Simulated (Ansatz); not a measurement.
Wanted: the native input for an Ansatz 0.2.0 run.

```yaml
Task: band structure
Functional: PBEsol
Potentials_or_basis: Ansatz PAW
Cutoff: "420 eV (not typed: the program's choice for these potentials)"
k_mesh: 9 × 9 × 4
Occupations: fermi-dirac, width 0.05 eV
Spin: no spin polarisation
Hubbard_terms: Mo d U = 2 eV
Path: "[[\"G\", \"M\", \"K\", \"G\", \"A\", \"L\", \"H\", \"A\"], [\"L\", \"M\"], [\"K\", \"H\"]]"
Points_for_each_segment_of_the_path: 14
Hubbard_projectors: ortho-atomic (the default)
Double_counting: fll (the default)
```

The system is MoS2.

```
Mo S
1.0
     3.22746    0.00000    0.00000
    -1.61373    2.79507    0.00000
     0.00000    0.00000    6.31247
Mo S
1 2
Cartesian
  0.0000 0.0000 3.1562
  1.6137 0.9317 4.7008
  0.0000 1.8634 1.6117
```

Measurements of this composition are mostly on another form, of space group No. 194.

These files were run (other wordings do the same):

input.yaml

```yaml
crystal:
  lattice:
    - [3.2274645616, 0.0, 0.0]
    - [-1.6137322808, 2.7950663001, 0.0]
    - [0.0, 0.0, 6.31247342]
  atoms:
    - { symbol: Mo, position: [0.0, 0.0, 0.5] }
    - { symbol: S, position: [0.6666666667, 0.3333333333, 0.74468068] }
    - { symbol: S, position: [0.3333333333, 0.6666666667, 0.25531932] }
hamiltonian:
  xc: pbesol
  pseudopotentials: { kind: paw }
  hubbard: { sites: [{ species: Mo, l: d, u_eff: 2.0 }] }
kpoints:
  mp_grid: { grid: [9, 9, 4] }
  band_path:
    path:
      - [[0.0, 0.0, 0.0], [0.5, 0.0, 0.0], [0.3333333333, 0.3333333333, 0.0], [0.0, 0.0, 0.0], [0.0, 0.0, 0.5], [0.5, 0.0, 0.5], [0.3333333333, 0.3333333333, 0.5], [0.0, 0.0, 0.5]]
      - [[0.5, 0.0, 0.5], [0.5, 0.0, 0.0]]
      - [[0.3333333333, 0.3333333333, 0.0], [0.3333333333, 0.3333333333, 0.5]]
    npoints: 14
scf:
  occupations: { method: fermi_dirac, width: 0.05 }
  n_extra_bands: 7
output:
  forces: true
  stress: true
  eigenvalues: true
  fatbands: false
```

Potentials or basis: Ansatz PAW.

Run with:

```console
$ ansatz run input.yaml --threads 2 --pin off --max-ram 5632MiB --backend cpu --events-out ev --progress --plain --runs-dir out
```

Results of the run:

```
Pressure               : -3.5 GPa
Band gap on the k mesh : none (metal or under the smearing width)
```

Caveat: this functional lacks dispersion, which binds the layers, so the pressure and a relaxed spacing across them are unreliable; U without spin polarisation on a metal has little footing; the PAW data sets come from PBE, with cores solved anew for the run's functional, which leaves a small shift of forces and pressure.

Wall time 3.7 s on 2 threads of Arm Neoverse V2, on a shared host, peak memory 0.36 GiB.
